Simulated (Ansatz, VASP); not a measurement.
# One calculation of Ti, two programs

```
Ti
1.0
     1.45517    0.84014    4.75130
    -1.45517    0.84014    4.75130
     0.00000   -1.68028    4.75130
Ti
2
Direct
  0.25000 0.25000 0.25000
  0.75000 0.75000 0.75000
```

Alike in both runs: functional PBE; k mesh 6 × 6 × 6; occupations gaussian, width 0.1 eV; no spin polarisation.

Ansatz relaxed the structure, and its values are those at the end. VASP's run is a single point on that final structure, the one shown.

|  | VASP | Ansatz |
| --- | --- | --- |
| version | VASP 6.6.1 | Ansatz 0.2.0 |
| potentials or method | VASP PAW PBE potentials, release 64 (Ti_sv) | scalar-relativistic, plane waves, PAW |
| plane-wave cutoff (eV) | 520 | 420 |
| valence electrons in the cell | 24 | 24 |

Ansatz gave:

- gap on the k mesh at the Fermi level (eV): none
- pressure (GPa): 0.0

Q: What did VASP give for the same quantities?

A: gap on the k mesh at the Fermi level (eV): none; pressure (GPa): -0.3.

A gap of «none» marks a metal or a gap that the smearing closes.

Caveats: the k mesh is coarse (spacing up to 0.42 Å⁻¹), so the values aren't converged; the real-space grid breaks the cell's symmetry a little (VASP).
